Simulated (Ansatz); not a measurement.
Wanted: the native input for an Ansatz 0.2.0 run.

- Task: relaxation of cell and atoms
- Functional: PBEsol
- Potentials or basis: Ansatz PAW
- Cutoff: 420 eV (not typed: the program's choice for these potentials)
- k mesh: 12 × 12 × 12
- Occupations: fermi-dirac, width 0.05 eV
- Spin: no spin polarisation
- Target pressure: 10 GPa
- Target pressure (GPa): 10

The system is Al2Ru.

```
Ru Al
1.0
    -1.56042    1.56042    4.22181
     1.56042   -1.56042    4.22181
     1.56042    1.56042   -4.22181
Ru Al
1 2
Direct
  0.00000 0.00000 0.00000
  0.34080 0.34080 0.00000
  0.65920 0.65920 0.00000
```

The cell comes from a database or a generator and needn't be the stable form of this composition.

One way to write it, as run:

input.yaml

```yaml
crystal:
  lattice:
    - [-1.56042162, 1.56042162, 4.22180559]
    - [1.56042162, -1.56042162, 4.22180559]
    - [1.56042162, 1.56042162, -4.22180559]
  atoms:
    - { symbol: Ru, position: [0.0, 0.0, 0.0] }
    - { symbol: Al, position: [0.34079781, 0.34079781, 0.0] }
    - { symbol: Al, position: [0.65920219, 0.65920219, 0.0] }
hamiltonian:
  xc: pbesol
  pseudopotentials: { kind: paw }
kpoints:
  mp_grid: { grid: [12, 12, 12] }
scf:
  occupations: { method: fermi_dirac, width: 0.05 }
output:
  forces: true
  stress: true
  eigenvalues: true
relax:
  f_tol: 0.01
  max_steps: 40
  cell: { stress_tol: 0.05, p_target: 10.0 }
```

Potentials or basis: Ansatz PAW.

Run with:

```bash
$ ansatz run input.yaml --threads 2 --pin off --max-ram 5632MiB --backend cpu --events-out ev --progress --plain --runs-dir out
```

Results of the run:

- Relaxed volume: 13.01 Å³/atom
- Relaxed cell: a = 4.673 Å, b = 4.673 Å, c = 4.673 Å, α = 141.63°, β = 141.63°, γ = 55.39°
- Space group after relaxing (to 0.05 Å): I4/mmm (No. 139)
- Energy change on relaxing (the enthalpy is what falls): +19.8 meV/atom
- Ionic steps: 5
- Pressure after relaxing: 10.0 GPa
- Largest force after relaxing: 0.006 eV/Å
- Band gap on the k mesh: none (metal or under the smearing width)

Caveat: the plane-wave basis is chosen anew once the cell has moved, so the energies of steps on either side of that aren't comparable; the PAW data sets come from PBE, with cores solved anew for the run's functional, which leaves a small shift of forces and pressure.

Wall time 30 s on 2 threads of AMD EPYC (Zen 3) (shared host), peak memory 0.43 GiB.
